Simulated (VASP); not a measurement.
Set up this calculation in VASP 6.6.1, as the native input.

```yaml
Task: band structure
Functional: PBE
Potentials_or_basis: VASP PAW PBE potentials, release 64 (Ca_sv, Se)
Cutoff: 520 eV
k_mesh: 8 × 8 × 8
Occupations: gaussian, width 0.02 eV
Spin: no spin polarisation
Further_INCAR_settings: ALGO = Normal; EDIFF = 1e-06
```

The structure of CaSe lies in POSCAR:

```
CaSe
1.0
    0.0000000000      2.9450000000      2.9450000000
    2.9450000000      0.0000000000      2.9450000000
    2.9450000000      2.9450000000      0.0000000000
Ca Se
1 1
Direct
    0.0000000000      0.0000000000      0.0000000000
    0.5000000000      0.5000000000      0.5000000000
```

The cell was built by a generator and needn't be a form met in nature.

The input as run:

INCAR

```
SYSTEM = CaSe
PREC = Accurate ; ENCUT = 520
EDIFF = 1E-6 ; ISMEAR = 0
SIGMA = 0.02 ; LREAL = .False.
LASPH = .True. ; NELM = 100
ALGO = Normal ; ISIF = 2
LWAVE = .False. ; LCHARG = .False.
GGA = PE
```

KPOINTS

```
Automatic mesh
0
Gamma
  8 8 8
  0 0 0
```

KPOINTS_OPT

```
path GXWKGLUWLK,UX
20
line-mode
reciprocal
 0.0000000000  0.0000000000  0.0000000000  G
 0.5000000000  0.0000000000  0.5000000000  X

 0.5000000000  0.0000000000  0.5000000000  X
 0.5000000000  0.2500000000  0.7500000000  W

 0.5000000000  0.2500000000  0.7500000000  W
 0.3750000000  0.3750000000  0.7500000000  K

 0.3750000000  0.3750000000  0.7500000000  K
 0.0000000000  0.0000000000  0.0000000000  G

 0.0000000000  0.0000000000  0.0000000000  G
 0.5000000000  0.5000000000  0.5000000000  L

 0.5000000000  0.5000000000  0.5000000000  L
 0.6250000000  0.2500000000  0.6250000000  U

 0.6250000000  0.2500000000  0.6250000000  U
 0.5000000000  0.2500000000  0.7500000000  W

 0.5000000000  0.2500000000  0.7500000000  W
 0.5000000000  0.5000000000  0.5000000000  L

 0.5000000000  0.5000000000  0.5000000000  L
 0.3750000000  0.3750000000  0.7500000000  K

 0.6250000000  0.2500000000  0.6250000000  U
 0.5000000000  0.0000000000  0.5000000000  X
```

Potentials or basis: VASP PAW PBE potentials, release 64 (Ca_sv, Se).

Launch:

```bash
$ cat potpaw_PBE.64/Ca_sv/POTCAR potpaw_PBE.64/Se/POTCAR > POTCAR
$ mpirun -np 1 vasp_std > vasp.out
```

Results of the run:

```
Pressure                : 2.0 GPa
Band gap on the k mesh  : 1.99 eV, indirect (least direct gap 2.94 eV)
Band gap along the path : 1.99 eV, indirect (least direct gap 2.94 eV)
```

It took 57 s on 1 thread of Intel(R) Xeon(R) Platinum 8488C (Sapphire Rapids), with other jobs on the host, peak memory 0.18 GiB.
